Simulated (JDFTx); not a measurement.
# HfB2 in JDFTx: convergence with n bands

The system is HfB2.

```
CELL_PARAMETERS angstrom
3.14000 0.00000 0.00000
-1.57000 2.71932 0.00000
0.00000 0.00000 3.48000
ATOMIC_POSITIONS crystal
Hf 0.98574 0.00463 0.99406
B 0.66963 0.33804 0.48719
B 0.30554 0.69049 0.50679
```

The cell isn't the ideal one: atoms moved at random, drawn with an rms of 0.1 Å.

| Property | Result |
| --- | --- |
| Program | JDFTx 1.7.0 (patched build) |
| Task | convergence study |
| Functional | PBE |
| Potentials or basis | PseudoDojo-SR-PBE-0.5-stringent |
| Cutoff | 1796 eV |
| Density cutoff | 14368 eV |
| k mesh | 4 × 4 × 3 |
| Occupations | fermi-dirac, width 0.05 eV |
| Spin | no spin polarisation |

These are the settings of the first run; the series varies n bands, with any setting tied to it.

Hardware: 1 thread of Intel(R) Xeon(R) Platinum 8488C (Sapphire Rapids) (shared host).

```tsv
n bands	energy less the tightest run, at zero smearing (meV/atom)	SCF cycles	CPU time (s)	peak memory (GiB)
17	0.00	32	170	0.18
18	0.00	20	140	0.18
19	0.00	18	130	0.19
20	0.00	17	140	0.2
22	0.00	15	120	0.2
26	0.00	13	120	0.2
32	0.00	13	150	0.21
```

Against the tightest run, the energy stays within 1 meV/atom from 17 on. The tightest run that finished is the yardstick and may itself not be fully converged.

Caveat, for the tightest run too: the k mesh is coarse (spacing up to 0.60 Å⁻¹), so the values aren't converged. The run has no spin-orbit coupling, so splittings on Hf are missing.
